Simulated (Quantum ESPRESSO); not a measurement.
SiO2 under changes of volume

One of the cells (8.044 Å³/atom); the others are scaled copies at fixed shape and fractional positions:

```xyz
6
Lattice="4.2332 0.0000 0.0000 0.0000 4.2332 0.0000 0.0000 0.0000 2.6935" Properties=species:S:1:pos:R:3 pbc="T T T"
Si    0.0000    0.0000    0.0000
Si    2.1166    2.1166    1.3467
O     3.4155    0.8177    1.3467
O     1.2989    1.2989    0.0000
O     0.8177    3.4155    1.3467
O     2.9343    2.9343    0.0000
```

The cell comes from a database or a generator and needn't be the stable form of this composition.

* Program: Quantum ESPRESSO 7.5
* Functional: PBE
* Potentials or basis: SSSP 1.3 efficiency PBE
* Cutoff: 748 eV
* Density cutoff: 5987 eV
* k mesh: 6 × 6 × 10
* Occupations: fermi-dirac, width 0.05 eV
* Spin: no spin polarisation

| volume (Å³/atom) | energy over the lowest point (meV/atom) | pressure (GPa) | gap on the mesh (eV) |
| --- | --- | --- | --- |
| 7.562 | ? | ? | ? |
| 7.723 | 13.94 | 13.5 | 5.76 |
| 7.884 | 3.61 | 6.5 | 5.40 |
| 8.044 | 0.00 | 0.1 | 5.04 |
| 8.205 | 2.45 | -5.6 | 4.70 |
| 8.366 | 10.35 | -10.7 | 4.38 |
| 8.527 | 23.16 | -15.3 | 4.07 |

Task: What does the run at 7.562 Å³/atom give?

Result: Energy over the lowest point 31.75 meV/atom; pressure 21.3 GPa; gap on the mesh 6.15 eV.

Worked out: A Birch-Murnaghan fit of order 3 (a polynomial in V^(-2/3)) to the other rows has its minimum at 8.06 Å³/atom with B0 = V·E''(V) = 299 GPa and B' = 4.3 at fixed shape and positions, which overstates the stiffness. It gives 31.79 meV/atom at 7.562 Å³/atom, against the run's 31.75, and -dE/dV = 21.8 GPa, against 21.3. A straight line through the other rows of the gap, of slope -17.1 eV per unit of ln V (its deformation potential), extrapolates to 6.11 eV, against the run's 6.15.

Energies are extrapolated to zero smearing.

A mesh can miss the band edges.
